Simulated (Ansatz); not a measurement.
# Structures of AlRu: which is lowest?

Plane-wave DFT in Ansatz with scalar-relativistic PAW potentials, cutoff 500 eV, Γ-centred meshes chosen by cell and gap, Gaussian smearing with energies taken to zero width. Every cell was relaxed (cell and atoms) in a run of its own, within the symmetry of its start. Functional: r2SCAN.

Relaxed structures (starts from databases or built by putting these elements on another compound's sites):
A. P6_3/mmc, 4 atoms in the computed cell, a = 2.857 Å, c = 7.847 Å; sites (symmetry × multiplicity) Al -3m. × 2, Ru -6m2 × 2; start: built
B. Pm-3m, 2 atoms in the computed cell, a = 2.982 Å; sites (symmetry × multiplicity) Al m-3m × 1, Ru m-3m × 1; start: database

Rank them by energy. Could pressure change the order?

| structure | group | E − E(lowest) (meV/atom) | V (Å³/atom) | gap on mesh (eV) |
| --- | --- | --- | --- | --- |
| B | Pm-3m | 0.0 | 13.26 | 0.00 |
| A | P6_3/mmc | 315 | 13.86 | 0.00 |

B is lowest, 315 meV/atom under A. The lowest is also the densest of these, so pressure wouldn't bring one of the others in at first order. Other structures may lie lower than all of these, and vibrations aren't counted.